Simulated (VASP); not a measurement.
# C (P6_3/mmc) in VASP: a series of runs

Aim: see how the results for C move with the level of theory and the settings. Levels: PBE, revTPSS, MS2, TB-mBJ. Tasks: band structure.

The COD entry that gives the cell may itself be a prediction, so a difference from it is no test against experiment.

Program: VASP 6.6.1. These are calculated values, not measurements. Logs are shortened: lines on timing, memory, paths and dates and some standing lists are left out, and cuts for length are marked.

**1. The crystal as given**

Symmetry: P6_3/mmc, No. 194, hexagonal system. The conventional cell has a = 2.522 Å, b = 2.522 Å, c = 8.237 Å, α = 90.00°, β = 90.00°, γ = 120.00°. C (site symmetry 3m) is surrounded by 4 C at 1.54 Å. Around C (site symmetry 3m) lie 4 C at 1.54 Å.

This is a hexagonal form of diamond, not graphite.

**2. Band structure, PBE**

The input, INCAR:

```
SYSTEM = C
  ALGO = Normal
  EDIFF = 1E-6
  ENCUT = 600
  GGA = PE
  ISIF = 2
  ISMEAR = -1
  LASPH = .TRUE.
  LCHARG = .FALSE.
  LREAL = .FALSE.
  LWAVE = .FALSE.
  NELM = 60
  PREC = Accurate
  SIGMA = 0.05
```

The input, KPOINTS:

```
k-points
0
G
  12 12 4
  0 0 0
```

The input, POSCAR:

```
C
1.0
    2.5221000000      0.0000000000      0.0000000000
   -1.2610500000      2.1842026709      0.0000000000
    0.0000000000      0.0000000000      8.2371000000
C
8
Direct
    0.6666666667      0.3333333333      0.8437500000
    0.3333333333      0.6666666667      0.3437500000
    0.6666666667      0.3333333333      0.6562500000
    0.3333333333      0.6666666667      0.1562500000
    0.0000000000      0.0000000000      0.9062500000
    0.0000000000      0.0000000000      0.4062500000
    0.0000000000      0.0000000000      0.5937500000
    0.0000000000      0.0000000000      0.0937500000
```

The input, KPOINTS_OPT:

```
path GMKGALHA,LM,KH
20
line-mode
reciprocal
 0.0000000000  0.0000000000  0.0000000000  G
 0.5000000000  0.0000000000  0.0000000000  M

 0.5000000000  0.0000000000  0.0000000000  M
 0.3333333333  0.3333333333  0.0000000000  K

 0.3333333333  0.3333333333  0.0000000000  K
 0.0000000000  0.0000000000  0.0000000000  G

 0.0000000000  0.0000000000  0.0000000000  G
 0.0000000000  0.0000000000  0.5000000000  A

 0.0000000000  0.0000000000  0.5000000000  A
 0.5000000000  0.0000000000  0.5000000000  L

 0.5000000000  0.0000000000  0.5000000000  L
 0.3333333333  0.3333333333  0.5000000000  H

 0.3333333333  0.3333333333  0.5000000000  H
 0.0000000000  0.0000000000  0.5000000000  A

 0.5000000000  0.0000000000  0.5000000000  L
 0.5000000000  0.0000000000  0.0000000000  M

 0.3333333333  0.3333333333  0.0000000000  K
 0.3333333333  0.3333333333  0.5000000000  H
```

Potentials or basis: VASP PAW PBE potentials, release 64 (C_GW).

On the command line:

```console
$ cat potpaw_PBE.64/C_GW/POTCAR > POTCAR
$ mpirun -np 1 vasp_std > vasp.out
```

OUTCAR:

```text
SYSTEM = C
   EDIFF = 1E-6
   ENCUT = 600
   GGA = PE
   ISIF = 2
   ISMEAR = -1
   LASPH = .TRUE.
   LREAL = .FALSE.
   NELM = 60
   PREC = Accurate

 ion  position               nearest neighbor table
   1  0.667  0.333  0.844-   3 1.54   5 1.54   5 1.54   5 1.54
   2  0.333  0.667  0.344-   4 1.54   6 1.54   6 1.54   6 1.54
   3  0.667  0.333  0.656-   1 1.54   7 1.54   7 1.54   7 1.54
   4  0.333  0.667  0.156-   2 1.54   8 1.54   8 1.54   8 1.54
   5  0.000  0.000  0.906-   8 1.54   1 1.54   1 1.54   1 1.54
   6  0.000  0.000  0.406-   7 1.54   2 1.54   2 1.54   2 1.54
   7  0.000  0.000  0.594-   6 1.54   3 1.54   3 1.54   3 1.54
   8  0.000  0.000  0.094-   5 1.54   4 1.54   4 1.54   4 1.54

  LATTYP: Found a hexagonal cell.
 ALAT       =     2.5221000000
 C/A-ratio  =     3.2659688355

  Lattice vectors:

 A1 = (   2.5221000000,   0.0000000000,   0.0000000000)
 A2 = (  -1.2610500000,   2.1842026709,   0.0000000000)
 A3 = (   0.0000000000,   0.0000000000,   8.2371000000)

Analysis of symmetry for initial positions (statically):
=====================================================================
 Subroutine PRICEL returns:
 Original cell was already a primitive cell.

 Routine SETGRP: Setting up the symmetry group for a
 hexagonal supercell.

 Subroutine GETGRP returns: Found 24 space group operations
 (whereof 12 operations were pure point group operations)
 out of a pool of 24 trial point group operations.

The static configuration has the point symmetry D_3d.
 The point group associated with its full space group is D_6h.

Analysis of symmetry for dynamics (positions and initial velocities):
=====================================================================
 Subroutine PRICEL returns:
 Original cell was already a primitive cell.

 Routine SETGRP: Setting up the symmetry group for a
 hexagonal supercell.

 Subroutine GETGRP returns: Found 24 space group operations
 (whereof 12 operations were pure point group operations)
 out of a pool of 24 trial point group operations.

The dynamic configuration has the point symmetry D_3d.
 The point group associated with its full space group is D_6h.

 Subroutine INISYM returns: Found 24 space group operations
 (whereof 12 operations are pure point group operations),
 and found     1 'primitive' translations

[... 111 lines left out ...]
   NFREE  =      0    steps in history (QN), initial steepest desc. (CG)
   ISIF   =      2    stress and relaxation
   ISYM   =      2    0-nonsym 1-usesym 2-fastsym
   POTIM  = 0.5000    time-step for ionic-motion
   TEBEG  =    0.0;   TEEND  =   0.0 temperature during run
   PSTRESS=    0.0 pullay stress
   NELECT =      32.0000    total number of electrons
   NUPDOWN=      -1.0000    fix difference up-down
   EMIN   =  10.00;   EMAX   =-10.00  energy-range for DOS
   EFERMI =   0.00;   METHOD = LEGACY
   ISMEAR =    -1;   SIGMA  =   0.05  broadening in eV -4-tet -1-fermi 0-gaus
   EFERMI_NEDOS =   21; number of points for ismear=-14 and -15
   IALGO  =     38    algorithm
   IMIX   =      4    mixing-type and parameters
     AMIX     =   0.40;   BMIX     =  1.00
     AMIX_MAG =   1.60;   BMIX_MAG =  1.00
  volume/ion in A,a.u.               =       5.67        38.28
  Fermi-wavevector in a.u.,A,eV,Ry     =   1.457186  2.753682 28.890486  2.123391
  Thomas-Fermi vector in A             =   2.574017
   LORBIT       =      0    0 simple, 1 ext, 2 COOP (PROOUT), +10 PAW based schemes
   GGA     = PE    functional components
   LHFCALC =     F    Hartree Fock is set to
   AEXX    =    0.0000 exact exchange contribution
   IVDW    =     0    specifies the selected vdW correction
   LEPSILON=     F    determine dielectric tensor
   LRPA    =     F    only Hartree local field effects (RPA)
 non-spin polarized calculation
  energy-cutoff  :      600.00
  volume of cell :       45.38
 maximum number of plane-waves:      1534
   NGX = 11   NGY = 11   NGZ = 33

 number of electron      31.9999999 magnetization

 Free energy of the ion-electron system (eV)
  ---------------------------------------------------
  ext. energy  EPLUGINS =         0.00000000
  ---------------------------------------------------
  free energy    TOTEN  =       -72.73986088 eV

  energy without entropy =      -72.73986088  energy(sigma->0) =      -72.73986088

 E-fermi :  10.8404     XC(G=0): -13.2193

 val. band max:        9.8969219464   @ k =   0.0000   0.0000   0.0000
 cond. band min:      14.3115641503   @ k =   0.4167   0.0000   0.0000
 fundamental gap:      4.4146422039
 Fermi energy:        10.8403767252

 k-point     1 :       0.0000    0.0000    0.0000
  band No.  band energies     occupation
      1     -11.7270      2.00000
      2     -10.0349      2.00000
      3      -9.9846      2.00000
      4      -5.9204      2.00000
      5      -3.6350      2.00000
      6       3.1569      2.00000
[... 565 lines left out ...]
     20      17.4512      0.00000
     21      17.9592      0.00000

 [... further k-points ...]

------------------------ aborting loop because EDIFF is reached ----------------------------------------

  FORCE on cell =-STRESS in cart. coord.  units (eV):
  Direction    XX          YY          ZZ          XY          YZ          ZX
  --------------------------------------------------------------------------------------
  -------------------------------------------------------------------------------------
  Total       -0.5636053     -0.5636053      2.9204094      0.0000000      0.0000000      0.0000000
  in kB      -19.9001374    -19.9001374    103.1156891      0.0000000      0.0000000      0.0000000
  external PRESSURE =      21.1051381 kB  Pullay stress =       0.0000000 kB

 VOLUME and BASIS-vectors are now :
 -----------------------------------------------------------------------------
  energy-cutoff  :      600.00
  volume of cell :       45.38
      direct lattice vectors                 reciprocal lattice vectors
     2.522100000  0.000000000  0.000000000     0.396494984  0.228916486  0.000000000
    -1.261050000  2.184202671  0.000000000     0.000000000  0.457832972  0.000000000
     0.000000000  0.000000000  8.237100000     0.000000000  0.000000000  0.121401950

 POSITION                                       TOTAL-FORCE (eV/Angst)
 -----------------------------------------------------------------------------------
      1.26105      0.72807      6.95005         0.000000     -0.000000      0.319462
     -0.00000      1.45614      2.83150        -0.000000      0.000000      0.319462
      1.26105      0.72807      5.40560         0.000000     -0.000000     -0.319462
     -0.00000      1.45614      1.28705        -0.000000      0.000000     -0.319462
      0.00000      0.00000      7.46487         0.000000      0.000000      0.328432
      0.00000      0.00000      3.34632        -0.000000     -0.000000      0.328432
      0.00000      0.00000      4.89078         0.000000      0.000000     -0.328432
      0.00000      0.00000      0.77223        -0.000000     -0.000000     -0.328432
 -----------------------------------------------------------------------------------
    total drift:                               -0.000000      0.000000      0.000000

  FREE ENERGIE OF THE ION-ELECTRON SYSTEM (eV)
  ---------------------------------------------------
  free  energy   TOTEN  =       -72.7398608762 eV

  energy  without entropy=      -72.7398608761  energy(sigma->0) =      -72.73986088
```

stdout:

```text
POSCAR found type information on POSCAR C
 POSCAR found :  1 types and       8 ions
 scaLAPACK will be used
 LDA part: xc-table for (Slater+PW92), standard interpolation
 POSCAR, INCAR and KPOINTS ok, starting setup
 FFT: planning ... GRIDC
 FFT: planning ... GRID_SOFT
 FFT: planning ... GRID
 WAVECAR not read
 entering main loop
 Start KPOINTS_OPT (optional k-point list driver)
k-point batch [1-57\180]
k-point batch [58-114\180]
k-point batch [115-171\180]
k-point batch [172-180\180]
```

Wall time 2.9 min (1 thread of Intel Xeon Platinum 8259CL at 2.50GHz (Skylake/Cascade Lake), shared host); peak memory 0.22 GiB.

What came out:

| Quantity | Value |
| --- | --- |
| Free energy | -72.7399 eV |
| Pressure | 2.1 GPa |
| Largest force | 0.328 eV/Å |
| Band gap on the k mesh | 4.41 eV, indirect (least direct gap 5.19 eV) |
| Band gap along the path | 4.42 eV, indirect (least direct gap 5.19 eV) |

Forces on the atoms (eV/Å):
```
C    0.000  0.000  0.319
C    0.000  0.000  0.319
C    0.000  0.000 -0.319
C    0.000  0.000 -0.319
C    0.000  0.000  0.328
C    0.000  0.000  0.328
C    0.000  0.000 -0.328
C    0.000  0.000 -0.328
```

Stress tensor (GPa, compression positive):
```
-1.99  0.00  0.00
 0.00 -1.99  0.00
 0.00  0.00 10.31
```

Levels at the corners of the path, in eV from the valence-band top:
| point | band 13 | band 14 | band 15 | band 16 | band 17 | band 18 | band 19 | band 20 |
| --- | --- | --- | --- | --- | --- | --- | --- | --- |
| Γ | -1.74 | -0.22 | 0.00 | 0.00 | 5.19 | 5.19 | 5.71 | 7.00 |
| M | -5.01 | -4.55 | -3.70 | -2.93 | 4.46 | 5.60 | 5.86 | 6.01 |
| M | -5.01 | -4.55 | -3.70 | -2.93 | 4.46 | 5.60 | 5.86 | 6.01 |
| K | -7.14 | -5.66 | -5.66 | -4.03 | 6.28 | 6.28 | 7.90 | 8.45 |
| K | -7.14 | -5.66 | -5.66 | -4.03 | 6.28 | 6.28 | 7.90 | 8.45 |
| Γ | -1.74 | -0.22 | 0.00 | 0.00 | 5.19 | 5.19 | 5.71 | 7.00 |
| Γ | -1.74 | -0.22 | 0.00 | 0.00 | 5.19 | 5.19 | 5.71 | 7.00 |
| A | -0.68 | -0.68 | -0.68 | -0.68 | 5.98 | 5.98 | 5.98 | 5.98 |
| A | -0.68 | -0.68 | -0.68 | -0.68 | 5.98 | 5.98 | 5.98 | 5.99 |
| L | -4.72 | -4.72 | -3.66 | -3.66 | 4.82 | 4.82 | 7.11 | 7.11 |
| L | -4.72 | -4.72 | -3.66 | -3.66 | 4.82 | 4.82 | 7.11 | 7.11 |
| H | -5.36 | -5.36 | -5.10 | -5.10 | 5.23 | 5.23 | 9.77 | 9.77 |
| H | -5.36 | -5.36 | -5.10 | -5.10 | 5.23 | 5.23 | 9.77 | 9.77 |
| A | -0.68 | -0.68 | -0.68 | -0.68 | 5.98 | 5.98 | 5.98 | 6.06 |
| L | -4.72 | -4.72 | -3.66 | -3.66 | 4.82 | 4.82 | 7.11 | 7.11 |
| M | -5.01 | -4.55 | -3.70 | -2.93 | 4.46 | 5.60 | 5.86 | 6.01 |
| K | -7.14 | -5.66 | -5.66 | -4.03 | 6.28 | 6.28 | 7.90 | 8.45 |
| H | -5.36 | -5.36 | -5.10 | -5.10 | 5.23 | 5.23 | 9.77 | 9.77 |

**3. Band structure, PBE**

POSCAR is that of step 2.

The input, INCAR.step1:

```
  PREC = Accurate
  ENCUT = 550
  EDIFF = 1E-6
  ISMEAR = -1
  SIGMA = 0.05
  LREAL = False
  LASPH = True
  NELM = 80
  ALGO = Normal
  ISIF = 2
  LWAVE = False
  LCHARG = True
  GGA = PE
  NBANDS = 26
```

The input, KPOINTS.step1:

```
regular mesh
0
Gamma
  12 12 4
```

The input, INCAR.step2:

```
  PREC = Accurate
  ENCUT = 550
  EDIFF = 1E-6
  ISMEAR = 0
  SIGMA = 0.05
  LREAL = False
  LASPH = True
  NELM = 80
  ALGO = Normal
  ISIF = 2
  LWAVE = False
  LCHARG = False
  GGA = PE
  NBANDS = 26
  ICHARG = 11
```

The input, KPOINTS.step2:

```
path GMKGALHA,LM,KH
10
line-mode
reciprocal
 0.0000000000  0.0000000000  0.0000000000  G
 0.5000000000  0.0000000000  0.0000000000  M

 0.5000000000  0.0000000000  0.0000000000  M
 0.3333333333  0.3333333333  0.0000000000  K

 0.3333333333  0.3333333333  0.0000000000  K
 0.0000000000  0.0000000000  0.0000000000  G

 0.0000000000  0.0000000000  0.0000000000  G
 0.0000000000  0.0000000000  0.5000000000  A

 0.0000000000  0.0000000000  0.5000000000  A
 0.5000000000  0.0000000000  0.5000000000  L

 0.5000000000  0.0000000000  0.5000000000  L
 0.3333333333  0.3333333333  0.5000000000  H

 0.3333333333  0.3333333333  0.5000000000  H
 0.0000000000  0.0000000000  0.5000000000  A

 0.5000000000  0.0000000000  0.5000000000  L
 0.5000000000  0.0000000000  0.0000000000  M

 0.3333333333  0.3333333333  0.0000000000  K
 0.3333333333  0.3333333333  0.5000000000  H
```

Potentials or basis: VASP PAW PBE potentials, release 64 (C_GW).

On the command line:

```console
$ cat potpaw_PBE.64/C_GW/POTCAR > POTCAR
$ cp INCAR.step1 INCAR
$ cp KPOINTS.step1 KPOINTS
$ mpirun -np 1 vasp_std > vasp.out
$ cp INCAR.step2 INCAR
$ cp KPOINTS.step2 KPOINTS
$ mpirun -np 1 vasp_std > vasp.out
```

It took 2.1 min on 1 thread of Intel Xeon Platinum 8259CL at 2.50GHz (Skylake/Cascade Lake), shared host; peak memory 0.2 GiB.

The run converged. Its results:

```
Band gap on the k mesh  : 4.41 eV, indirect (least direct gap 5.19 eV)
Band gap along the path : 4.42 eV, indirect (least direct gap 5.19 eV)
```

Levels at the corners of the path, in eV from the valence-band top:
```
point  band 14  band 15  band 16  band 17  band 18  band 19
    Γ    -0.22     0.00     0.00     5.19     5.19     5.71
    M    -4.55    -3.70    -2.93     4.46     5.60     5.86
    M    -4.55    -3.70    -2.93     4.46     5.60     5.86
    K    -5.66    -5.66    -4.03     6.28     6.28     7.90
    K    -5.66    -5.66    -4.03     6.28     6.28     7.90
    Γ    -0.22     0.00     0.00     5.19     5.19     5.71
    Γ    -0.22     0.00     0.00     5.19     5.19     5.71
    A    -0.68    -0.68    -0.68     5.98     5.98     5.98
    A    -0.68    -0.68    -0.68     5.98     5.98     5.98
    L    -4.72    -3.66    -3.66     4.82     4.82     7.11
    L    -4.72    -3.66    -3.66     4.82     4.82     7.11
    H    -5.36    -5.10    -5.10     5.23     5.23     9.77
    H    -5.36    -5.10    -5.10     5.23     5.23     9.77
    A    -0.68    -0.68    -0.68     5.98     5.98     5.98
    L    -4.72    -3.66    -3.66     4.82     4.82     7.11
    M    -4.55    -3.70    -2.93     4.46     5.60     5.86
    K    -5.66    -5.66    -4.03     6.28     6.28     7.90
    H    -5.36    -5.10    -5.10     5.23     5.23     9.77
```

Caveat: the log is that of the step along the path at fixed density, whose energy, stress, charges and moments have no meaning.

[end of part 1 of 2]
